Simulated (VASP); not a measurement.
# KF (Fm-3m) in VASP: notebook, part 3 of 3

VASP 6.6.1. Earlier steps stand in the parts before.

### Step 4. Single point, PBE+D3(BJ)

This run uses another cell than the first one, of 18.70 Å³/atom, 0.979 times its volume.

Input file INCAR:

```
SYSTEM = KF
PREC = Accurate
ENCUT = 520
EDIFF = 1E-7
ISMEAR = 0
SIGMA = 0.1
LREAL = .False.
LASPH = .True.
NELM = 100
ALGO = Normal
ISIF = 2
LWAVE = .False.
LCHARG = .False.
GGA = PE
IVDW = 12
NBANDS = 15
```

Input file KPOINTS:

```
regular mesh
0
Gamma
  6 6 6
  0 0 0
```

Input file POSCAR:

```
KF
1.0
    0.0000000000      2.6544134600      2.6544134600
    2.6544134600      0.0000000000      2.6544134600
    2.6544134600      2.6544134600      0.0000000000
K F
1 1
Direct
    0.0000000000      0.0000000000      0.0000000000
    0.5000000000      0.5000000000      0.5000000000
```

Potentials or basis: VASP PAW PBE potentials, release 64 (K_sv, F).

The run is started by

```sh
> cat potpaw_PBE.64/K_sv/POTCAR potpaw_PBE.64/F/POTCAR > POTCAR
> mpirun -np 1 vasp_std > vasp.out
```

OUTCAR:

```text
SYSTEM = KF
   PREC = Accurate
   ENCUT = 520
   EDIFF = 1E-7
   ISMEAR = 0
   LREAL = .False.
   LASPH = .True.
   NELM = 100
   ISIF = 2
   GGA = PE
   IVDW = 12
 IVDW          = 12

 ion  position               nearest neighbor table
   1  0.000  0.000  0.000-   2 2.65   2 2.65   2 2.65   2 2.65   2 2.65   2 2.65
   2  0.500  0.500  0.500-   1 2.65   1 2.65   1 2.65   1 2.65   1 2.65   1 2.65

  LATTYP: Found a face centered cubic cell.
 ALAT       =     5.3088269200

  Lattice vectors:

 A1 = (   0.0000000000,   2.6544134600,   2.6544134600)
 A2 = (   2.6544134600,   0.0000000000,   2.6544134600)
 A3 = (   2.6544134600,   2.6544134600,   0.0000000000)

Analysis of symmetry for initial positions (statically):
=====================================================================
 Subroutine PRICEL returns:
 Original cell was already a primitive cell.

 Routine SETGRP: Setting up the symmetry group for a
 face centered cubic supercell.

 Subroutine GETGRP returns: Found 48 space group operations
 (whereof 48 operations were pure point group operations)
 out of a pool of 48 trial point group operations.

The static configuration has the point symmetry O_h .

Analysis of symmetry for dynamics (positions and initial velocities):
=====================================================================
 Subroutine PRICEL returns:
 Original cell was already a primitive cell.

 Routine SETGRP: Setting up the symmetry group for a
 face centered cubic supercell.

 Subroutine GETGRP returns: Found 48 space group operations
 (whereof 48 operations were pure point group operations)
 out of a pool of 48 trial point group operations.

The dynamic configuration has the point symmetry O_h .

 Subroutine INISYM returns: Found 48 space group operations
 (whereof 48 operations are pure point group operations),
 and found     1 'primitive' translations

----------------------------------------------------------------------------------------

                                     Primitive cell

  volume of cell :      37.4055

  direct lattice vectors                    reciprocal lattice vectors
     0.000000000  2.654413460  2.654413460    -0.188365531  0.188365531  0.188365531
     2.654413460  0.000000000  2.654413460     0.188365531 -0.188365531  0.188365531
     2.654413460  2.654413460  0.000000000     0.188365531  0.188365531 -0.188365531

  length of vectors
     3.753907515  3.753907515  3.753907515     0.326258670  0.326258670  0.326258670

  position of ions in fractional coordinates (direct lattice)
     0.000000000  0.000000000  0.000000000
     0.500000000  0.500000000  0.500000000

  ion indices of the primitive-cell ions
   primitive index   ion index
                 1           1
                 2           2

----------------------------------------------------------------------------------------

 KPOINTS: regular mesh

Automatic generation of k-mesh.
 Grid dimensions read from file:
 generate k-points for:    6    6    6

 Generating k-lattice:

  Cartesian coordinates                     Fractional coordinates (reciprocal lattice)
    -0.031394255  0.031394255  0.031394255     0.166666667  0.000000000  0.000000000
     0.031394255 -0.031394255  0.031394255     0.000000000  0.166666667  0.000000000
     0.031394255  0.031394255 -0.031394255     0.000000000  0.000000000  0.166666667

  Length of vectors
     0.054376445  0.054376445  0.054376445
[... 30 lines left out ...]
   dimension x,y,z NGX =    28 NGY =   28 NGZ =   28
   dimension x,y,z NGXF=    56 NGYF=   56 NGZF=   56
   ions per type =               1   1
   NGX,Y,Z   is equivalent  to a cutoff of  12.40, 12.40, 12.40 a.u.
   NGXF,Y,Z  is equivalent  to a cutoff of  24.80, 24.80, 24.80 a.u.
 SYSTEM =  KF
   PREC   = accura    normal or accurate (medium, high low for compatibility)
   ISTART =      0    job   : 0-new  1-cont  2-samecut
   ICHARG =      2    charge: 1-file 2-atom 10-const
   ISPIN  =      1    spin polarized calculation?
   LNONCOLLINEAR =      F non collinear calculations
   LSORBIT =      F    spin-orbit coupling
   LASPH  =      T    aspherical Exc in radial PAW
   ENCUT  =  520.0 eV  38.22 Ry    6.18 a.u.   6.98  6.98  6.98*2*pi/ulx,y,z
   NELM   =    100;   NELMIN=  2; NELMDL= -5     # of ELM steps
   EDIFF  = 0.1E-06   stopping-criterion for ELM
   LREAL  =      F    real-space projection
   EDIFFG = 0.1E-05   stopping-criterion for IOM
   NSW    =      0    number of steps for IOM
   IBRION =     -1    ionic relax: 0-MD 1-quasi-New 2-CG
   NFREE  =      0    steps in history (QN), initial steepest desc. (CG)
   ISIF   =      2    stress and relaxation
   ISYM   =      2    0-nonsym 1-usesym 2-fastsym
   POTIM  = 0.5000    time-step for ionic-motion
   TEBEG  =    0.0;   TEEND  =   0.0 temperature during run
   PSTRESS=    0.0 pullay stress
   NELECT =      16.0000    total number of electrons
   NUPDOWN=      -1.0000    fix difference up-down
   EMIN   =  10.00;   EMAX   =-10.00  energy-range for DOS
   EFERMI =   0.00;   METHOD = LEGACY
   ISMEAR =     0;   SIGMA  =   0.10  broadening in eV -4-tet -1-fermi 0-gaus
   EFERMI_NEDOS =   21; number of points for ismear=-14 and -15
   IALGO  =     38    algorithm
   IMIX   =      4    mixing-type and parameters
     AMIX     =   0.40;   BMIX     =  1.00
     AMIX_MAG =   1.60;   BMIX_MAG =  1.00
  volume/ion in A,a.u.               =      18.70       126.21
  Fermi-wavevector in a.u.,A,eV,Ry     =   1.233492  2.330961 20.701291  1.521502
  Thomas-Fermi vector in A             =   2.368220
   LORBIT       =      0    0 simple, 1 ext, 2 COOP (PROOUT), +10 PAW based schemes
   GGA     = PE    functional components
   LHFCALC =     F    Hartree Fock is set to
   AEXX    =    0.0000 exact exchange contribution
   IVDW    =    12    specifies the selected vdW correction
   LEPSILON=     F    determine dielectric tensor
   LRPA    =     F    only Hartree local field effects (RPA)
 non-spin polarized calculation
 Gauss-broadening in eV      SIGMA  =   0.10
  energy-cutoff  :      520.00
  volume of cell :       37.41
 maximum number of plane-waves:      1018
   NGX = 13   NGY = 13   NGZ = 13

 number of electron      16.0000012 magnetization

 Free energy of the ion-electron system (eV)
  ---------------------------------------------------
  ext. energy  EPLUGINS =         0.00000000
  ---------------------------------------------------
  free energy    TOTEN  =        -8.28092592 eV

  energy without entropy =       -8.28092592  energy(sigma->0) =       -8.28092592

 E-fermi :  -2.2911     XC(G=0):  -8.4933

 val. band max:       -2.7510690423   @ k =   0.0000   0.0000   0.0000
 cond. band min:       3.5187880417   @ k =   0.0000   0.0000   0.0000
 fundamental gap:      6.2698570840
 Fermi energy:        -2.2910614395

 k-point     1 :       0.0000    0.0000    0.0000
  band No.  band energies     occupation
      1     -28.8348      2.00000
      2     -21.4178      2.00000
      3     -12.0704      2.00000
      4     -12.0704      2.00000
      5     -12.0704      2.00000
      6      -2.7511      2.00000
      7      -2.7511      2.00000
      8      -2.7511      2.00000
      9       3.5188      0.00000
     10       7.9826      0.00000
     11       7.9826      0.00000
     12       7.9826      0.00000
     13       9.6808      0.00000
     14       9.6808      0.00000
[... 257 lines left out ...]
      2     -21.4596      2.00000
      3     -12.5726      2.00000
      4     -12.3884      2.00000
      5     -12.1944      2.00000
      6      -3.0801      2.00000
      7      -2.9381      2.00000
      8      -2.8660      2.00000
      9       6.2322      0.00000
     10       7.9712      0.00000
     11       8.3036      0.00000
     12      10.9012      0.00000
     13      11.6066      0.00000
     14      12.5171      0.00000
     15      12.7481      0.00000

------------------------ aborting loop because EDIFF is reached ----------------------------------------

 Edisp (eV)   -0.32273

 E8    (eV) :    -0.1529

  FORCE on cell =-STRESS in cart. coord.  units (eV):
  Direction    XX          YY          ZZ          XY          YZ          ZX
  --------------------------------------------------------------------------------------
  -------------------------------------------------------------------------------------
  Total       0.18304     0.18304     0.18304    -0.00000    -0.00000     0.00000
  in kB       7.83994     7.83994     7.83994    -0.00000    -0.00000     0.00000
  external pressure =        7.84 kB  Pullay stress =        0.00 kB

 VOLUME and BASIS-vectors are now :
 -----------------------------------------------------------------------------
  energy-cutoff  :      520.00
  volume of cell :       37.41
      direct lattice vectors                 reciprocal lattice vectors
     0.000000000  2.654413460  2.654413460    -0.188365531  0.188365531  0.188365531
     2.654413460  0.000000000  2.654413460     0.188365531 -0.188365531  0.188365531
     2.654413460  2.654413460  0.000000000     0.188365531  0.188365531 -0.188365531

 POSITION                                       TOTAL-FORCE (eV/Angst)
 -----------------------------------------------------------------------------------
      0.00000      0.00000      0.00000         0.000000     -0.000000     -0.000000
      2.65441      2.65441      2.65441        -0.000000      0.000000      0.000000
 -----------------------------------------------------------------------------------
    total drift:                                0.000000      0.000000      0.000000

  FREE ENERGIE OF THE ION-ELECTRON SYSTEM (eV)
  ---------------------------------------------------
  free  energy   TOTEN  =        -8.6036574077 eV

  energy  without entropy=       -8.6036574077  energy(sigma->0) =       -8.60365741
```

OSZICAR:

```text
N       E                     dE             d eps       ncg     rms          rms(c)
DAV:   1     0.112689870603E+03    0.11269E+03   -0.82706E+03   480   0.105E+03
DAV:   2    -0.528744185244E+01   -0.11798E+03   -0.11097E+03   636   0.293E+02
DAV:   3    -0.943229127127E+01   -0.41448E+01   -0.41340E+01   607   0.483E+01
DAV:   4    -0.953843519117E+01   -0.10614E+00   -0.10613E+00   697   0.731E+00
DAV:   5    -0.953921221159E+01   -0.77702E-03   -0.77702E-03   608   0.604E-01    0.636E+00
DAV:   6    -0.831028731683E+01    0.12289E+01   -0.34835E+00   522   0.150E+01    0.413E+00
DAV:   7    -0.828230481754E+01    0.27982E-01   -0.67062E-02   571   0.223E+00    0.233E+00
DAV:   8    -0.827874159079E+01    0.35632E-02   -0.50347E-02   508   0.223E+00    0.194E-01
DAV:   9    -0.828025317696E+01   -0.15116E-02   -0.39028E-03   606   0.518E-01    0.124E-01
DAV:  10    -0.828080075894E+01   -0.54758E-03   -0.46537E-04   515   0.188E-01    0.601E-02
DAV:  11    -0.828092739226E+01   -0.12663E-03   -0.12882E-04   522   0.954E-02    0.200E-02
DAV:  12    -0.828092586811E+01    0.15241E-05   -0.13111E-05   579   0.363E-02    0.445E-03
DAV:  13    -0.828092591534E+01   -0.47230E-07   -0.21485E-06   557   0.132E-02    0.245E-03
DAV:  14    -0.828092591776E+01   -0.24202E-08   -0.64317E-08   502   0.237E-03
   1 F= -.86036574E+01 E0= -.86036574E+01  d E =-.652777E-12
```

stdout:

```text
POSCAR found type information on POSCAR K F
 POSCAR found :  2 types and       2 ions
 scaLAPACK will be used
 LDA part: xc-table for (Slater+PW92), standard interpolation
 POSCAR, INCAR and KPOINTS ok, starting setup
 FFT: planning ... GRIDC
 FFT: planning ... GRID_SOFT
 FFT: planning ... GRID
 WAVECAR not read
 entering main loop
```

It took 7.8 s on 1 thread of Intel Xeon Platinum 8488C (Sapphire Rapids), shared host; peak memory 0.16 GiB.

Results:

```yaml
Free_energy: -8.6037 eV
Pressure: 0.8 GPa
Band_gap_on_the_k_mesh: 6.27 eV, direct
Dispersion_energy_per_atom: -0.161 eV
```

A hybrid or GW would open this gap; PBE tends to underestimate it.

### Step 5. Overview

| task | cell | k mesh | cutoff (eV) | smearing | gap on the mesh (eV) | pressure (GPa) |
| --- | --- | --- | --- | --- | --- | --- |
| single point | Fm-3m, 19.1 Å³/atom | 8 × 8 × 8 | 520 | gaussian 0.02 eV | 6.16 | 0.1 |
| relaxation of cell and atoms | relaxed | 8 × 8 × 8 | 600 | gaussian 0.02 eV | 6.16 | 0.0 |
| single point | Fm-3m, 18.7 Å³/atom | 6 × 6 × 6 | 520 | gaussian 0.1 eV | 6.27 | 0.8 |

Alike in all rows: level PBE+D3(BJ); potentials or basis VASP PAW PBE potentials, release 64 (K_sv, F); no spin polarisation.

Absolute energies hang on the potentials; compare differences alone.
